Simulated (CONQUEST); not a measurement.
# GaN (P6_3mc) in CONQUEST: notebook

Runs on GaN. Level: PBE. Tasks: equation of state.

All numbers are computed with CONQUEST 1.3; they aren't measurements. Logs are shortened: lines on timing, memory, paths and dates and some standing lists are left out, and cuts for length are marked.

### Step 1. Starting point

It takes space group P6_3mc (No. 186, hexagonal). The conventional cell has a = 3.180 Å, b = 3.180 Å, c = 5.166 Å, α = 90.00°, β = 90.00°, γ = 120.00°. Around Ga (site symmetry 3m) lie 4 N at 1.94 to 1.95 Å. N (site symmetry 3m) is surrounded by 4 Ga at 1.94 to 1.95 Å.

### Step 2. Equation of state, PBE, 10.63 Å³/atom (volume scaled by 0.94)

The input, Conquest_input:

```
IO.Title GaN
IO.Coordinates coords.dat
IO.FractionalAtomicCoords T
IO.Iprint 2
IO.Iprint_init 1
General.NumberOfSpecies 2
General.PseudopotentialType hamann
AtomMove.TypeOfRun static
AtomMove.FullStress T
Grid.PointsAlongX 36
Grid.PointsAlongY 60
Grid.PointsAlongZ 60
DM.SolutionMethod diagon
Diag.MPMesh T
Diag.GammaCentred T
Diag.MPMeshX 8
Diag.MPMeshY 5
Diag.MPMeshZ 5
Diag.kT 0.00183747
minE.SCTolerance 1e-6
SC.MaxIters 100
IO.AtomChargeOutput T
%block ChemicalSpeciesLabel
1 69.720 Ga
2 14.010 N
%endblock
```

The input, coords.dat:

```
    5.8866552858     0.0000000000     0.0000000000
    0.0000000000     9.5630381153     0.0000000000
    0.0000000000     0.0000000000    10.1959860416
8
  0.0000000000   0.5000000000   0.3333333330 1 T T T
  0.5000000000   0.5000000000   0.8333333330 1 T T T
  0.0000000000   0.0000000000   0.6666666670 1 T T T
  0.5000000000   0.0000000000   0.1666666670 1 T T T
  0.0000000000   0.8750000000   0.3333333330 2 T T T
  0.5000000000   0.8750000000   0.8333333330 2 T T T
  0.0000000000   0.3750000000   0.6666666670 2 T T T
  0.5000000000   0.3750000000   0.1666666670 2 T T T
```

Potentials or basis: PseudoDojo NC PBE, DZ, grid of 36 × 60 × 60 points.

Started as:

```console
Conquest
```

What it wrote:

```text
Simulation cell dimensions:     5.8867 a0 x     9.5630 a0 x    10.1960 a0

      Atomic coordinates (a0)
         Atom         X         Y         Z  Species
            1    0.0000    4.7815    3.3987        1
            2    2.9433    4.7815    8.4967        1
            3    0.0000    0.0000    6.7973        1
            4    2.9433    0.0000    1.6993        1
            5    0.0000    8.3677    3.3987        2
            6    2.9433    8.3677    8.4967        2
            7    0.0000    3.5861    6.7973        2
            8    2.9433    3.5861    1.6993        2

         Monkhorst-Pack mesh:   8 x   5 x   5 gamma-centred
        This calculation includes non-local pseudopotentials,
         with a maximum core radius of      8.05697590

    Job title: GaN
    Job to be run: static calculation

[... 5 lines left out ...]
      Using Fermi-Dirac smearing

    Integration grid size:     36 x   60 x   60

    Integration grid spacing:  0.164 a0 x 0.159 a0 x 0.170 a0

    Number of species:  2
    --------------------------------------------------------
    |   #  mass (au)  Charge (e)  SF Rad (a0)  NSF  Label  |
    --------------------------------------------------------
    |   1     69.720      13.000        8.327   13  Ga     |
    |   2     14.010       5.000        5.778    8  N      |
    --------------------------------------------------------
          SCF tolerance:                 0.00000100
          SCF iterations:               100

    The functional used will be GGA PBE96

           radial cut-off to be used is taken to be max PAO cut-off radius for this species:    8.056976

           greatest ang. mom. for making density from PAOs:  2

           radial cut-off to be used is taken to be max PAO cut-off radius for this species:    5.483972

           greatest ang. mom. for making density from PAOs:  1
    Minimum blocs/proc is     2025. Maximum blocs/proc is     2025
    set_atom_dens: In set_atomic_density, electrons :      72.000000000000
 matrix_size & matrix_size_padH =           84          84

    Screened ion int: energy:    -274.109003805727 Ha

    new_SC_potl: Starting.  Tolerance:  0.10000E-05

    PulayMixSC: Starting Pulay mixing, A_up =  0.500 A_dn =  0.500
    PulayMixSC: Spin non-polarised calculation.
          Harris-Foulkes Energy            :      -347.657985822893920 Ha
          (TS=0 as O(N) or entropic contribution is negligible)
          DFT Total Energy                 :      -346.887380571983726 Ha
          Total number of electrons        :        72.000000000000412
    PulayMixSC: Pulay iteration     1 residual:              0.56993E-02
          Harris-Foulkes Energy            :      -347.407926478027889 Ha
          (TS=0 as O(N) or entropic contribution is negligible)
          DFT Total Energy                 :      -347.306781756846476 Ha
          Total number of electrons        :        72.000002892987553
    PulayMixSC: Pulay iteration     2 residual:              0.27243E-02
          Harris-Foulkes Energy            :      -347.370786568800156 Ha
          (TS=0 as O(N) or entropic contribution is negligible)
          DFT Total Energy                 :      -347.370344278734308 Ha
          Total number of electrons        :        71.999994994920897
    PulayMixSC: Pulay iteration     3 residual:              0.66609E-03
          Harris-Foulkes Energy            :      -347.370707550531165 Ha
          (TS=0 as O(N) or entropic contribution is negligible)
          DFT Total Energy                 :      -347.370676974980370 Ha
          Total number of electrons        :        71.999987507623544
    PulayMixSC: Pulay iteration     4 residual:              0.45879E-04
          Harris-Foulkes Energy            :      -347.370681175535879 Ha
          (TS=0 as O(N) or entropic contribution is negligible)
          DFT Total Energy                 :      -347.370682121997902 Ha
          Total number of electrons        :        71.999987989699562
    PulayMixSC: Pulay iteration     5 residual:              0.16164E-04
          Harris-Foulkes Energy            :      -347.370682210414202 Ha
          (TS=0 as O(N) or entropic contribution is negligible)
          DFT Total Energy                 :      -347.370682206517586 Ha
          Total number of electrons        :        71.999987822490894
    PulayMixSC: Pulay iteration     6 residual:              0.14032E-05
          Harris-Foulkes Energy            :      -347.370682208679057 Ha
          (TS=0 as O(N) or entropic contribution is negligible)
          DFT Total Energy                 :      -347.370682208181222 Ha
          Total number of electrons        :        71.999987863862572
    PulayMixSC: Pulay iteration     7 residual:              0.21844E-06
    PulayMixSC: Reached SCF tolerance of  0.21844E-06 after      7 iterations
      | Number of electrons      =        71.999988
      |* band energy as 2Tr[K.H] =       -45.232238762658731 Ha
      |  screened ion-ion energy =      -274.109003805727184 Ha
      |  Ha correction           =         0.272348224705225 Ha
      |  XC correction           =       -28.301761633567835 Ha
      |* Harris-Foulkes energy   =      -347.370682208679057 Ha
      |* DFT total energy        =      -347.370682208181222 Ha
      |  estimated accuracy      =        -0.000000000497835 Ha

    force: Forces on atoms (Ha/a0)
    force:  Atom   X              Y              Z
    force:     1  -0.0000000000  -0.0035724321   0.0001120389
    force:     2   0.0000000000  -0.0035724321   0.0001120389
    force:     3  -0.0000000000  -0.0035724321  -0.0001120389
    force:     4   0.0000000000  -0.0035724321  -0.0001120389
    force:     5   0.0000000000   0.0034531530  -0.0001116397
    force:     6   0.0000000000   0.0034531530  -0.0001116397
    force:     7  -0.0000000000   0.0034531530   0.0001116397
    force:     8   0.0000000000   0.0034531530   0.0001116397

    force: Maximum force :        0.00357243(Ha/a0) on atom         3 in y direction
    force: Force Residual:        0.00351508 Ha/a0
    force: Total stress:        -27.89583128     0.00000000     0.00000000 GPa
                            -0.00000000   -30.14132334    -0.00000000
                             0.00000000    -0.00000000   -27.50054461
    force: Average pressure:     28.51256641 GPa

    force: Finished force
    get_E_and_F: Change in energy during last step of electronic optimisation:  0.17351E-08

    BIBLIOGRAPHY: Please consider citing the following references in the conquest.bib file

    CONQUEST:         Bowler2002pt, Miyazaki2004, Nakata2020
    Basis:            Bowler2019
    DM:               Bowler:2006xr
    Pseudopotentials: Hamann2013, Bowler2019
    XC functional:    Perdew1996
```

Run time: 2.2 min. Hardware: 1 thread of Intel Xeon Platinum 8488C (Sapphire Rapids), shared host; peak memory 1.3 GiB.

Results:

| Item | Value |
| --- | --- |
| Free energy | -9452.4378 eV |
| Pressure | 28.5 GPa |
| Largest force | 0.184 eV/Å |
| Band gap on the k mesh | 2.51 eV |
| Mulliken charges | Ga +1.40; N -1.40 e |

Caveat: the atomic basis is small; Mulliken charges move with the basis; an odd mesh through Γ misses points on the zone boundary, where band edges often lie; the basis of atomic orbitals isn't converged, which shifts pressures, moduli and gaps.

### Step 3. Equation of state, PBE, 10.86 Å³/atom (volume scaled by 0.96)

Conquest_input is that of step 2.

Changes to coords.dat since step 2:

```diff
@@ -1,4 +1,4 @@
-    5.8866552858     0.0000000000     0.0000000000
-    0.0000000000     9.5630381153     0.0000000000
-    0.0000000000     0.0000000000    10.1959860416
+    5.9281119706     0.0000000000     0.0000000000
+    0.0000000000     9.6303856731     0.0000000000
+    0.0000000000     0.0000000000    10.2677911260
 8
```

Potentials or basis: PseudoDojo NC PBE, DZ, grid of 36 × 60 × 60 points.

Started as:

```console
Conquest
```

Wall time 1.9 min (1 thread of Intel Xeon Platinum 8488C (Sapphire Rapids), shared host); peak memory 1.3 GiB.

It converged, with:

```yaml
Free_energy: -9452.7292 eV
Pressure: 22.9 GPa
Largest_force: 0.170 eV/Å
Band_gap_on_the_k_mesh: 2.36 eV
Mulliken_charges: Ga +1.41; N -1.41 e
```

Caveat: the atomic basis is small; Mulliken charges move with the basis; an odd mesh through Γ misses points on the zone boundary, where band edges often lie; the basis of atomic orbitals isn't converged, which shifts pressures, moduli and gaps.

### Step 4. Equation of state, PBE, 11.08 Å³/atom (volume scaled by 0.98)

Conquest_input is that of step 3.

Changes to coords.dat since step 3:

```diff
@@ -1,4 +1,4 @@
-    5.9281119706     0.0000000000     0.0000000000
-    0.0000000000     9.6303856731     0.0000000000
-    0.0000000000     0.0000000000    10.2677911260
+    5.9689967934     0.0000000000     0.0000000000
+    0.0000000000     9.6968042249     0.0000000000
+    0.0000000000     0.0000000000    10.3386057163
 8
```

Started as:

```console
Conquest
```

Run time: 1.8 min. Hardware: 1 thread of Intel Xeon Platinum 8488C (Sapphire Rapids), shared host; peak memory 1.2 GiB.

Results (log left out):

* Free energy: -9452.9548 eV
* Pressure: 17.1 GPa
* Largest force: 0.158 eV/Å
* Band gap on the k mesh: 2.20 eV
* Mulliken charges: Ga +1.40; N -1.40 e

Caveat: the atomic basis is small; Mulliken charges move with the basis; an odd mesh through Γ misses points on the zone boundary, where band edges often lie; the basis of atomic orbitals isn't converged, which shifts pressures, moduli and gaps.

### Step 5. Equation of state, PBE, 11.31 Å³/atom

Conquest_input is that of step 4.

Changes to coords.dat since step 4:

```diff
@@ -1,4 +1,4 @@
-    5.9689967934     0.0000000000     0.0000000000
-    0.0000000000     9.6968042249     0.0000000000
-    0.0000000000     0.0000000000    10.3386057163
+    6.0093290763     0.0000000000     0.0000000000
+    0.0000000000     9.7623251598     0.0000000000
+    0.0000000000     0.0000000000    10.4084632794
 8
```

Started as:

```console
Conquest
```

It took 1.8 min on 1 thread of Intel Xeon Platinum 8488C (Sapphire Rapids), shared host; peak memory 1.2 GiB.

It converged, with:

| Property | Result |
| --- | --- |
| Free energy | -9453.1216 eV |
| Pressure | 12.7 GPa |
| Largest force | 0.150 eV/Å |
| Band gap on the k mesh | 2.05 eV |
| Mulliken charges | Ga +1.40; N -1.40 e |

Caveat: the atomic basis is small; Mulliken charges move with the basis; an odd mesh through Γ misses points on the zone boundary, where band edges often lie; the basis of atomic orbitals isn't converged, which shifts pressures, moduli and gaps.

### Step 6. Equation of state, PBE, 11.54 Å³/atom (volume scaled by 1.02)

Conquest_input is that of step 5.

Changes to coords.dat since step 5:

```diff
@@ -1,4 +1,4 @@
-    6.0093290763     0.0000000000     0.0000000000
-    0.0000000000     9.7623251598     0.0000000000
-    0.0000000000     0.0000000000    10.4084632794
+    6.0491271174     0.0000000000     0.0000000000
+    0.0000000000     9.8269782040     0.0000000000
+    0.0000000000     0.0000000000    10.4773955087
 8
```

Potentials or basis: PseudoDojo NC PBE, DZ, grid of 36 × 60 × 60 points.

Started as:

```console
Conquest
```

It took 1.8 min on 1 thread of Intel Xeon Platinum 8488C (Sapphire Rapids), shared host; peak memory 1.2 GiB.

It converged, with:

| Property | Result |
| --- | --- |
| Free energy | -9453.2396 eV |
| Pressure | 8.5 GPa |
| Largest force | 0.146 eV/Å |
| Band gap on the k mesh | 1.91 eV |
| Mulliken charges | Ga +1.39; N -1.39 e |

Caveat: the atomic basis is small; Mulliken charges move with the basis; an odd mesh through Γ misses points on the zone boundary, where band edges often lie; the basis of atomic orbitals isn't converged, which shifts pressures, moduli and gaps.

### Step 7. Equation of state, PBE, 11.76 Å³/atom (volume scaled by 1.04)

Conquest_input is that of step 6.

Changes to coords.dat since step 6:

```diff
@@ -1,4 +1,4 @@
-    6.0491271174     0.0000000000     0.0000000000
-    0.0000000000     9.8269782040     0.0000000000
-    0.0000000000     0.0000000000    10.4773955087
+    6.0884082642     0.0000000000     0.0000000000
+    0.0000000000     9.8907915388     0.0000000000
+    0.0000000000     0.0000000000    10.5454324508
 8
```

Started as:

```console
Conquest
```

Wall time 1.7 min (1 thread of Intel Xeon Platinum 8488C (Sapphire Rapids), shared host); peak memory 1.2 GiB.

Results (log left out):

```
Free energy            : -9453.3158 eV
Pressure               : 4.9 GPa
Largest force          : 0.144 eV/Å
Band gap on the k mesh : 1.77 eV
Mulliken charges       : Ga +1.39; N -1.39 e
```

Caveat: the atomic basis is small; Mulliken charges move with the basis; an odd mesh through Γ misses points on the zone boundary, where band edges often lie; the basis of atomic orbitals isn't converged, which shifts pressures, moduli and gaps.

### Step 8. Equation of state, PBE, 11.99 Å³/atom (volume scaled by 1.06)

Conquest_input is that of step 7.

Changes to coords.dat since step 7:

```diff
@@ -1,4 +1,4 @@
-    6.0884082642     0.0000000000     0.0000000000
-    0.0000000000     9.8907915388     0.0000000000
-    0.0000000000     0.0000000000    10.5454324508
+    6.1271889804     0.0000000000     0.0000000000
+    0.0000000000     9.9537919095     0.0000000000
+    0.0000000000     0.0000000000    10.6126026214
 8
```

Started as:

```console
Conquest
```

Wall time 92 s (1 thread of Intel Xeon Platinum 8488C (Sapphire Rapids), shared host); peak memory 1.2 GiB.

Results (log left out):

- Free energy: -9453.3507 eV
- Pressure: 1.4 GPa
- Largest force: 0.136 eV/Å
- Band gap on the k mesh: 1.63 eV
- Mulliken charges: Ga +1.38; N -1.38 e

Caveat: the atomic basis is small; Mulliken charges move with the basis; an odd mesh through Γ misses points on the zone boundary, where band edges often lie; the basis of atomic orbitals isn't converged, which shifts pressures, moduli and gaps.

### Step 9. Equation of state, PBE

Potentials or basis: PseudoDojo NC PBE, DZ, grid of 36 × 60 × 60 points.

No new run: the results of the series are fitted here.

What came out:

```
Equilibrium volume                        : 12.13 Å³/atom (rough: see the caveat)
Bulk modulus at fixed shape and positions : 143 GPa (rough)
```

Energy against volume, from the lowest point:
| volume (Å³/atom) | energy (meV/atom) |
| --- | --- |
| 10.632 | 114.11 |
| 10.858 | 77.69 |
| 11.084 | 49.48 |
| 11.310 | 28.64 |
| 11.537 | 13.88 |
| 11.763 | 4.36 |
| 11.989 | 0.00 |

Caveat: the minimum lies outside the volumes run; the atomic basis is small; the cell was scaled at fixed shape and fractional positions, which overstates the stiffness of a crystal with free parameters, most of all of layers and chains; the basis of atomic orbitals isn't converged, which shifts pressures, moduli and gaps.
